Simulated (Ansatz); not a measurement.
**LiH: a single-point run**

The task is a single-point run on LiH. The structure is shown as the input types it.

Computed with Ansatz 0.2.0 (DFT, PBEsol, PAW with Ansatz's default frozen-core files, scalar-relativistic; levels and slopes on a fine mesh, independent-particle optical spectra, unless a step's input says otherwise).

**1. The structure to begin with**

Symmetry: Fm-3m, No. 225, cubic system. Conventional cell: a = 3.981 Å, b = 3.981 Å, c = 3.981 Å, α = 90.00°, β = 90.00°, γ = 90.00°. Around Li (site symmetry m-3m) lie 6 H at 1.99 Å. Around H (site symmetry m-3m) lie 6 Li at 1.99 Å.

Coordinates:

```
CELL_PARAMETERS angstrom
0.00000 1.99037 1.99037
1.99037 0.00000 1.99037
1.99037 1.99037 0.00000
ATOMIC_POSITIONS crystal
Li 0.00000 0.00000 0.00000
H 0.50000 0.50000 0.50000
```

**2. The run**

File input.yaml:

```yaml
crystal:
  lattice:
    - [0.0, 1.99036855974, 1.99036855974]
    - [1.99036855974, 0.0, 1.99036855974]
    - [1.99036855974, 1.99036855974, 0.0]
  atoms:
    - { symbol: Li, position: [0.0, 0.0, 0.0] }
    - { symbol: H, position: [0.5, 0.5, 0.5] }
kpoints:
  mp_grid: { grid: [10, 10, 10] }
scf:
  occupations: { method: fixed }
  convergence: { dr2_threshold: 1.0e-14 }
  max_iter: 50
hamiltonian:
  xc: pbesol
  pseudopotentials: { kind: paw }
output:
  forces: true
  stress: true
  eigenvalues: true
  eigenstates:
    nscf_kmesh: { grid: [16, 16, 16] }
    de_dk: true
    e_range: [-9, 12.72869974727]
  optics:
    e_range: [0, 25]
    de: 0.2
    sigma: 0.2
    bands: { spectra_wanted_up_to: 25 }
    nscf_kmesh: { grid: [16, 16, 16] }
checkpoint:
  write: ck
  write_wavefunctions: false
```

The run is started by

```console
$ ansatz run input.yaml --threads 1 --pin off --max-ram 3072MiB --backend cpu --events-out ev --progress --plain --runs-dir out
```

What happens when this is run?

The run converged and reported no error. Convergence says nothing about whether the input makes sense.

The suspect setting: scf.convergence.dr2_threshold is 1.0e-14. The risk: threshold needlessly tight. Once met, so tight a threshold does no harm; it costs cycles.

The test: delete scf.convergence.dr2_threshold (the default then holds).
